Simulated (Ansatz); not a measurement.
LiCl: phonon entropy and phonon heat capacity against temperature

All results are calculated (Ansatz 0.2.0). Harmonic vibrational free energy, entropy and heat capacity at constant volume, per atom, from the force constants of a q mesh, imaginary modes left out; plane waves with PAW datasets, Gamma-centred k mesh.

Structure of every row (space group Fm-3m, No. 225):
```
CELL_PARAMETERS angstrom
0.00000 2.57520 2.57520
2.57520 0.00000 2.57520
2.57520 2.57520 0.00000
ATOMIC_POSITIONS crystal
Li 0.00000 0.00000 0.00000
Cl 0.50000 0.50000 0.50000
```

Settings of every row: functional PBE; dispersion none; spin none; wave cutoff 420 eV; k mesh 8x8x8; occupations fixed; smearing width 0 eV; pressure 0 GPa; phonon method linear response; q mesh 4x4x4.

| row | temperature (K) | phonon entropy (kB/atom) | phonon heat capacity (kB/atom) | phonon free energy (meV/atom) |
| --- | --- | --- | --- | --- |
| 1 | 200 | 2.657 | 2.582 | 13.9 |
| 2 | 300 | 3.752 | 2.799 | -14 |
| 3 | 400 | ? | ? | ? |
| 4 | 500 | 5.219 | 2.924 | -92.3 |
| 5 | 600 | 5.754 | 2.947 | -139.6 |
| 6 | 700 | 6.21 | 2.961 | -191.2 |
| 7 | 800 | 6.606 | 2.97 | -246.5 |
| 8 | 900 | 6.956 | 2.976 | -305 |
| 9 | 1000 | 7.27 | 2.981 | -366.3 |

Question: what phonon entropy and phonon heat capacity should row 3 give?

Worked fit of phonon entropy. Entropy rises as the heat capacity times the change of ln T, so take t = ln(T / 300 K). The shown rows have t = -0.4055, 0, 0.5108, 0.6931, 0.8473, 0.9808, 1.0986, 1.204. Least squares give phonon entropy = 3.7652 + 2.79086 × t + 0.10421 × t² kB/atom; a straight line predicts inner rows, each left out in turn, worse (root mean square 0.026 against 0.0092 kB/atom). The rows lie off it by 0.006, -0.013, 0.001, 0.004, 0.005, 0.003, -0.001, -0.006 (root mean square 0.0061 kB/atom), a smooth pattern that one more power would take up: the form is only approximate. The slope at t = 0, 2.79 kB/atom, estimates the heat capacity at 300 K. The withheld row has t = 0.2877, so the fit gives 3.7652 + 2.79086 × (0.2877) + 0.10421 × (0.2877)² = 4.577 kB/atom.

The calculation gave 4.571 kB/atom. The fit lies 0.006 kB/atom (0.13 % of the column's range) above it; its largest miss of a shown row is 0.013 kB/atom.

Worked fit of phonon heat capacity. At high temperature a harmonic heat capacity falls short of its limit by a term in 1/T², so take t = (100 K / T)². The shown rows have t = 0.25, 0.11111, 0.04, 0.02778, 0.02041, 0.01562, 0.01235, 0.01. Least squares give phonon heat capacity = 2.9997 − 1.9185 × t + 0.992 × t² kB/atom; a straight line predicts inner rows, each left out in turn, worse (root mean square 0.0054 against 0.00071 kB/atom). The rows lie off it by 0.000, 0.000, -0.001, 0.000, 0.000, 0.000, 0.000, 0.000. The constant, 2.9997 kB/atom, is to be held against the harmonic limit of 3 k_B an atom. The withheld row has t = 0.0625, so the fit gives 2.9997 − 1.9185 × (0.0625) + 0.992 × (0.0625)² = 2.884 kB/atom.

The calculation gave 2.883 kB/atom. The fit lies 0.001 kB/atom (0.25 % of the column's range) above it, one unit of the last digit.

The other values of row 3: phonon free energy -50 meV/atom.
